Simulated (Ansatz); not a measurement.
ZrSiO$_{4}$: reading a single point

```
Si Zr O
1.0
    -3.36419    3.36419    3.03641
     3.36419   -3.36419    3.03641
     3.36419    3.36419   -3.03641
Si Zr O
2 2 8
Direct
  0.37500 0.62500 0.75000
  0.62500 0.37500 0.25000
  0.87500 0.12500 0.75000
  0.12500 0.87500 0.25000
  0.26270 0.19640 0.06630
  0.19640 0.63010 0.93370
  0.63010 0.19640 0.43370
  0.19640 0.26270 0.56630
  0.73730 0.80360 0.93370
  0.80360 0.73730 0.43370
  0.36990 0.80360 0.56630
  0.80360 0.36990 0.06630
```

Single point in Ansatz 0.2.0 with PBEsol, no spin polarisation. Cutoff 420 eV, PAW datasets, 6×6×6 Γ-centred k mesh, fermi-dirac filling (width 0.1459 eV).

**Question.** Metal or insulator? Give the gap.

**Answer.** The gap is 4.38 eV, indirect (the least direct gap found is 4.59 eV).

**Question.** Which orbitals make up the band edges?

**Answer.** Within 0.7 eV of the edges, the states project mainly on O p (97 %) below the gap and on Zr d (81 %) above it.

**Question.** What is the formation energy?

**Answer.** -3.21 eV an atom against the elements' usual phases (free molecules for gases, crystals otherwise, with no correction for O₂ or N₂), so it is bound against them; other compounds may still compete. Relaxing would lower it.

**Question.** What does the stress say?

**Answer.** The pressure is -9.9 GPa (compression positive), so with the atoms held at these fractions the cell would first shrink. The principal stresses -10.8, -9.5, -9.5 GPa differ, so its shape would change too.

**Question.** How is the charge shared?

**Answer.** Bader charges in e: Zr +2.66, Si +3.23, O -1.47. In the mean Si gives up most and O takes most.

**Question.** Which atom feels the largest force, and which way?

**Answer.** The largest is on O5 (and as large on other atoms): 0.26 eV/Å, components (0.00, -0.04, -0.26). It makes 140° with the line to a nearest neighbour, Si2 at 1.64 Å, pointing away from it.

Origin: a database entry at a rescaled volume.
